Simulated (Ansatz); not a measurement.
Write the native input for Ansatz 0.2.0 that does the following.

```
Task                                : band structure
Functional                          : RPBE
Potentials or basis                 : Ansatz PAW
Cutoff                              : 420 eV (not typed: the program's choice for these potentials)
k mesh                              : 6 × 6 × 8
Occupations                         : fermi-dirac, width 0.05 eV
Spin                                : no spin polarisation
Path                                : [["G", "X", "M", "G", "Z", "R", "A", "Z"], ["X", "R"], ["M", "A"]]
Points for each segment of the path : 14
```

SnO2 (Cassiterite):

```
Sn O
1.0
     4.73800    0.00000    0.00000
     0.00000    4.73800    0.00000
     0.00000    0.00000    3.18650
Sn O
2 4
Cartesian
  2.3690 2.3690 1.5933
  0.0000 0.0000 0.0000
  3.8240 0.9140 1.5933
  3.2830 3.2830 0.0000
  0.9140 3.8240 1.5933
  1.4550 1.4550 0.0000
```

These files were run (other wordings do the same):

input.yaml

```yaml
crystal:
  lattice:
    - [4.738, 0.0, 0.0]
    - [0.0, 4.738, 0.0]
    - [0.0, 0.0, 3.1865]
  atoms:
    - { symbol: Sn, position: [0.5, 0.5, 0.5] }
    - { symbol: Sn, position: [0.0, 0.0, 0.0] }
    - { symbol: O, position: [0.8071, 0.1929, 0.5] }
    - { symbol: O, position: [0.6929, 0.6929, 0.0] }
    - { symbol: O, position: [0.1929, 0.8071, 0.5] }
    - { symbol: O, position: [0.3071, 0.3071, 0.0] }
hamiltonian:
  xc: rpbe
  pseudopotentials: { kind: paw }
kpoints:
  mp_grid: { grid: [6, 6, 8] }
  band_path:
    path:
      - [[0.0, 0.0, 0.0], [0.0, 0.5, 0.0], [0.5, 0.5, 0.0], [0.0, 0.0, 0.0], [0.0, 0.0, 0.5], [0.0, 0.5, 0.5], [0.5, 0.5, 0.5], [0.0, 0.0, 0.5]]
      - [[0.0, 0.5, 0.0], [0.0, 0.5, 0.5]]
      - [[0.5, 0.5, 0.0], [0.5, 0.5, 0.5]]
    npoints: 14
scf:
  occupations: { method: fermi_dirac, width: 0.05 }
  n_extra_bands: 15
output:
  forces: true
  stress: true
  eigenvalues: true
  fatbands: false
```

Potentials or basis: Ansatz PAW.

Command:

```bash
$ ansatz run input.yaml --threads 2 --pin off --max-ram 5120MiB --backend cpu --events-out ev --progress --plain --runs-dir out
```

It gave:

```json
{
 "Pressure": "15.4 GPa",
 "Largest force": "0.307 eV/Å",
 "Band gap on the k mesh": "1.37 eV, direct",
 "Band gap along the path": "1.37 eV, direct"
}
```

Caveat: so large a pressure means that the cell lies far from this level's equilibrium, or that cutoff or potentials fall short; the pressure holds a Pulay correction of +0.8 GPa for the finite cutoff; spin-orbit coupling is left out, which moves the levels of the heavy elements; the PAW data sets come from PBE, with cores solved anew for the run's functional, which leaves a small shift of forces and pressure.

Wall time 7.2 s on 2 threads of Arm Neoverse V2 (shared host), peak memory 0.41 GiB.
